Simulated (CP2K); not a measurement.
# BN (P6_3/mmc) in CP2K: reference runs

How does BN come out in PBE? The cell is run as given and disturbed.

Program: CP2K 2026.2. These are calculated values, not measurements. Logs are shortened: lines on timing, memory, paths and dates and some standing lists are left out, and cuts for length are marked.

### 1 The crystal as given

The structure is hexagonal, space group P6_3/mmc (No. 194). The conventional cell has a = 2.498 Å, b = 2.498 Å, c = 6.636 Å, α = 90.00°, β = 90.00°, γ = 120.00°. N (site symmetry -6m2) has 3 B at 1.44 Å as nearest neighbours. B (site symmetry -6m2) has 3 N at 1.44 Å as nearest neighbours.

### 2 Single point, PBE

Input file bn_scf.inp:

```
&GLOBAL
  PROJECT bn_scf
  RUN_TYPE ENERGY_FORCE
  PRINT_LEVEL LOW
&END GLOBAL
&FORCE_EVAL
  METHOD QS
  STRESS_TENSOR ANALYTICAL
  &DFT
    BASIS_SET_FILE_NAME BASIS_MOLOPT_UZH
    POTENTIAL_FILE_NAME POTENTIAL_UZH
    &MGRID
      CUTOFF 450
      REL_CUTOFF 60
      NGRIDS 5
    &END MGRID
    &QS
      METHOD GPW
      EPS_DEFAULT 1.0E-10
    &END QS
    &KPOINTS
      SCHEME MONKHORST-PACK 12 12 4
      GAMMA_CENTERED T
      SYMMETRY T
      SYMMETRY_BACKEND SPGLIB
    &END KPOINTS
    &SCF
      SCF_GUESS ATOMIC
      EPS_SCF 1.0E-6
      MAX_SCF 100
      ADDED_MOS 14
      CHOLESKY OFF
      EPS_EIGVAL 1.0E-7
      &DIAGONALIZATION ON
        ALGORITHM STANDARD
      &END DIAGONALIZATION
      &MIXING ON
        METHOD BROYDEN_MIXING
        ALPHA 0.4
        BETA 1.5
        NBUFFER 8
      &END MIXING
      &SMEAR ON
        METHOD FERMI_DIRAC
        ELECTRONIC_TEMPERATURE [K] 580.226
      &END SMEAR
    &END SCF
    &XC
      &XC_FUNCTIONAL
        &GGA_X_PBE
        &END GGA_X_PBE
        &GGA_C_PBE
        &END GGA_C_PBE
      &END XC_FUNCTIONAL
    &END XC
    &PRINT
      &KPOINTS ON
      &END KPOINTS
      &MULLIKEN ON
      &END MULLIKEN
      &MO ON
        ENERGIES T
        OCCUPATION_NUMBERS T
        &EACH
          QS_SCF 0
        &END EACH
        ADD_LAST NUMERIC
      &END MO
      &LOWDIN ON
      &END LOWDIN
      &HIRSHFELD ON
        SHAPE_FUNCTION DENSITY
      &END HIRSHFELD
    &END PRINT
  &END DFT
  &SUBSYS
    &CELL
      ABC 2.4982400000 2.4982400000 6.6357000000
      ALPHA_BETA_GAMMA 90.0000000000 90.0000000000 119.9999999994
      PERIODIC XYZ
    &END CELL
    &COORD
      SCALED
      N   0.6666666667 0.3333333333 0.2500000000
      N   0.3333333333 0.6666666667 0.7500000000
      B   0.6666666667 0.3333333333 0.7500000000
      B   0.3333333333 0.6666666667 0.2500000000
    &END COORD
    &KIND N
      BASIS_SET TZVP-MOLOPT-PBE-GTH-q5
      POTENTIAL GTH-PBE-q5
    &END KIND
    &KIND B
      BASIS_SET TZVP-MOLOPT-PBE-GTH-q3
      POTENTIAL GTH-PBE-q3
    &END KIND
    &PRINT
      &ATOMIC_COORDINATES ON
      &END ATOMIC_COORDINATES
      &CELL ON
      &END CELL
    &END PRINT
  &END SUBSYS
  &PRINT
    &FORCES ON
    &END FORCES
    &STRESS_TENSOR ON
    &END STRESS_TENSOR
  &END PRINT
&END FORCE_EVAL
```

Potentials or basis: POTENTIAL_UZH N GTH-PBE-q5, B GTH-PBE-q3; TZVP-MOLOPT-PBE-GTH basis.

Command:

```console
OMP_NUM_THREADS=1 mpirun -n 2 cp2k.psmp -i bn_scf.inp -o bn_scf.out
```

bn_scf.out:

```text

 CP2K| version string:                                       CP2K version 2026.2
 CP2K| Input file name                                                bn_scf.inp

 GLOBAL| Force Environment number                                              1
 GLOBAL| Basis set file name                                    BASIS_MOLOPT_UZH
 GLOBAL| Potential file name                                       POTENTIAL_UZH
 GLOBAL| MM Potential file name                                     MM_POTENTIAL
 GLOBAL| Coordinate file name                                      __STD_INPUT__
 GLOBAL| Method name                                                        CP2K
 GLOBAL| Project name                                                     bn_scf
 GLOBAL| Run type                                                   ENERGY_FORCE
 GLOBAL| FFT library                                                       FFTW3
 GLOBAL| Diagonalization library                                       ScaLAPACK
 GLOBAL| Cholesky decomposition library                                ScaLAPACK
 GLOBAL| DGEMM library                                                      BLAS
 GLOBAL| Direct generalized diagonalization requested                          F
 GLOBAL| Matrix multiplication library                                 ScaLAPACK
 GLOBAL| Global print level                                                  LOW
 GLOBAL| Total number of message passing processes                             2
 GLOBAL| Number of threads for this process                                    1
 GLOBAL| CPU model name                          Intel(R) Xeon(R) Platinum 8488C

 CELL| Volume [angstrom^3]:                                            35.866227
 CELL| Vector a [angstrom]:       2.498     0.000     0.000   |a| =     2.498240
 CELL| Vector b [angstrom]:      -1.249     2.164     0.000   |b| =     2.498240
 CELL| Vector c [angstrom]:       0.000     0.000     6.636   |c| =     6.635700
 CELL| Angle (b,c), alpha [degree]:                                    90.000000
 CELL| Angle (a,c), beta  [degree]:                                    90.000000
 CELL| Angle (a,b), gamma [degree]:                                   120.000000
 CELL| Numerically orthorhombic:                                              NO
 CELL| Periodicity                                                           XYZ

 CELL_REF| Volume [angstrom^3]:                                        35.866227
 CELL_REF| Vector a [angstrom     2.498     0.000     0.000   |a| =     2.498240
 CELL_REF| Vector b [angstrom    -1.249     2.164     0.000   |b| =     2.498240
 CELL_REF| Vector c [angstrom     0.000     0.000     6.636   |c| =     6.635700
 CELL_REF| Angle (b,c), alpha [degree]:                                90.000000
 CELL_REF| Angle (a,c), beta  [degree]:                                90.000000
 CELL_REF| Angle (a,b), gamma [degree]:                               120.000000
 CELL_REF| Numerically orthorhombic:                                          NO
 CELL_REF| Periodicity                                                       XYZ

[... 151 lines left out ...]
  Electronic entropic energy:                                  -0.00000000000000
  Fermi energy:                                                 0.22102785302409

  Total energy:                                               -25.75356111810883
  Total energy (extrapolated to T->0):                        -25.75356111810883

 MO| EIGENVALUES AND OCCUPATION NUMBERS FOR K POINT 1
 MO|
 MO|  Index      Eigenvalue [a.u.]        Eigenvalue [eV]             Occupation
 MO|      1              -0.401693             -10.930618               2.000000
 MO|      2              -0.400120             -10.887810               2.000000
 MO|      3              -0.191055              -5.198878               2.000000
 MO|      4              -0.189043              -5.144117               2.000000
 MO|      5              -0.077303              -2.103528               2.000000
 MO|      6              -0.075340              -2.050098               2.000000
[... 391 lines left out ...]
 MO|     21               0.984163              26.780429               0.000000
 MO|     22               1.088127              29.609429               0.000000
 MO| Sum:                                                              16.000000
 MO| E(Fermi):            0.221028 a.u.          6.014474 eV
 MO| Band gap:            0.259668 a.u.          7.065937 eV

 [... the levels of further k-points ...]

 !-----------------------------------------------------------------------------!
                     Mulliken Population Analysis

 #  Atom  Element  Kind  Atomic population                           Net charge
       1     N        1          5.532026                             -0.532026
       2     N        1          5.532026                             -0.532026
       3     B        2          2.467974                              0.532026
       4     B        2          2.467974                              0.532026
 # Total charge                             16.000000                 -0.000000

 !-----------------------------------------------------------------------------!

 !-----------------------------------------------------------------------------!
                           Hirshfeld Charges

  #Atom  Element  Kind  Ref Charge     Population                    Net charge
      1       N      1       5.000          5.214                        -0.214
      2       N      1       5.000          5.214                        -0.214
      3       B      2       3.000          2.786                         0.214
      4       B      2       3.000          2.786                         0.214

  Total Charge                                                           -0.000
 !-----------------------------------------------------------------------------!

 LOWDIN POPULATION ANALYSIS

 #  Atom  Element  Kind  Atomic population                           Net charge
       1     N        1          4.656086                              0.343914
       2     N        1          4.656086                              0.343914
       3     B        2          3.343914                             -0.343914
       4     B        2          3.343914                             -0.343914
 # Total charge                             16.000000                 -0.000000

 ENERGY| Total FORCE_EVAL ( QS ) energy [hartree]            -25.753559973248073

 FORCES| Atomic forces [hartree/bohr]
 FORCES|   Atom     x               y               z               |f|
 FORCES|      1  1.35491395E-07 -1.10909924E-07 -7.29127121E-10   1.75098433E-07
 FORCES|      2 -1.35491395E-07  1.10909928E-07  7.29127157E-10   1.75098435E-07
 FORCES|      3  6.52736427E-08 -5.68107762E-08 -1.21559699E-09   8.65424197E-08
 FORCES|      4 -6.52736414E-08  5.68107746E-08  1.21559604E-09   8.65424176E-08
 FORCES| Sum     1.38288717E-15  2.36459750E-15 -9.14486416E-16
 FORCES| Total atomic force                                       2.88790299E-15

 STRESS| Analytical stress tensor [bar]
 STRESS|                        x                   y                   z
 STRESS|      x        6.34655012496E+04  -7.20611266007E+00   5.39320404582E-05
 STRESS|      y       -7.20611266007E+00   6.34579873161E+04   5.24242483886E-05
 STRESS|      z        5.39320404582E-05   5.24242483886E-05   2.97970339533E+04
 STRESS| 1/3 Trace                                             5.22401741730E+04
 STRESS| Determinant                                           1.20004363622E+14

 STRESS| Eigenvectors and eigenvalues of the analytical stress tensor [bar]
 STRESS|                        1                   2                   3
 STRESS| Eigenvalues   2.97970339533E+04   6.34536176071E+04   6.34698709586E+04
 STRESS|      x          -0.000000001602      0.518507203009      0.855073260269
 STRESS|      y          -0.000000001558      0.855073260269     -0.518507203009
 STRESS|      z           1.000000000000      0.000000002163      0.000000000562
```

It took 41 s on 2 MPI ranks of Intel Xeon Platinum 8488C (Sapphire Rapids), shared host.

Results:

```
Free energy            : -700.7900 eV
Pressure               : 5.2 GPa
Band gap on the k mesh : 4.30 eV, indirect (least direct gap 4.65 eV)
Mulliken charges       : N -0.53; B +0.53 e
Hirshfeld charges      : N -0.21; B +0.21 e
```

Levels at points of the mesh, in eV from the valence-band top:
```csv
k point,band 5,band 6,band 7,band 8,band 9,band 10,band 11,band 12
"(0.00, 0.00, 0.00)",-1.43,-1.43,-1.39,-1.39,5.55,10.37,11.48,11.48
"(0.00, 0.00, 0.50)",-1.41,-1.41,-1.41,-1.41,7.73,7.73,11.55,11.55
"(0.00, 0.50, 0.00)",-4.26,-4.19,-1.45,-0.43,4.30,5.66,9.63,10.09
"(0.00, 0.50, 0.50)",-4.22,-4.22,-0.92,-0.92,4.76,4.76,10.04,10.04
```

Caveat: Mulliken charges move with the basis; this functional lacks dispersion, which binds the layers, so the pressure and a relaxed spacing across them are unreliable; the basis of atomic orbitals isn't converged, which shifts pressures, moduli and gaps.

### 3 Single point, PBE (atoms moved at random, drawn with an rms of 0.05 Å)

bn_scf.inp: that of step 2 with these lines changed.

```diff
@@ -14,3 +14,3 @@
       REL_CUTOFF 60
-      NGRIDS 5
+      NGRIDS 4
     &END MGRID
@@ -48,7 +48,3 @@
     &XC
-      &XC_FUNCTIONAL
-        &GGA_X_PBE
-        &END GGA_X_PBE
-        &GGA_C_PBE
-        &END GGA_C_PBE
+      &XC_FUNCTIONAL PBE
       &END XC_FUNCTIONAL
@@ -77,4 +73,5 @@
     &CELL
-      ABC 2.4982400000 2.4982400000 6.6357000000
-      ALPHA_BETA_GAMMA 90.0000000000 90.0000000000 119.9999999994
+      A 2.4982400000 0.0000000000 0.0000000000
+      B -1.2491200000 2.1635393048 0.0000000000
+      C 0.0000000000 0.0000000000 6.6357000000
       PERIODIC XYZ
@@ -83,6 +80,6 @@
       SCALED
-      N   0.6666666667 0.3333333333 0.2500000000
-      N   0.3333333333 0.6666666667 0.7500000000
-      B   0.6666666667 0.3333333333 0.7500000000
-      B   0.3333333333 0.6666666667 0.2500000000
+      N   0.6597840000 0.3207180000 0.2517580000
+      N   0.3332800000 0.6657180000 0.7497540000
+      B   0.6788360000 0.3462950000 0.7518390000
+      B   0.3365260000 0.6643780000 0.2477510000
     &END COORD
@@ -101,2 +98,4 @@
       &END CELL
+      &SYMMETRY ON
+      &END SYMMETRY
     &END PRINT
```

Potentials or basis: POTENTIAL_UZH N GTH-PBE-q5, B GTH-PBE-q3; TZVP-MOLOPT-PBE-GTH basis.

Command:

```console
OMP_NUM_THREADS=1 mpirun -n 2 cp2k.psmp -i bn_scf.inp -o bn_scf.out
```

Run time: 74 s. Hardware: 2 MPI ranks of Intel Xeon Platinum 8488C (Sapphire Rapids), shared host.

The run converged, but a check on its numbers failed (symmetry, net force, bounds or a known fault of this set-up), so they aren't taken as properties of the crystal.

Caveat: the basis of atomic orbitals isn't converged, which shifts pressures, moduli and gaps.
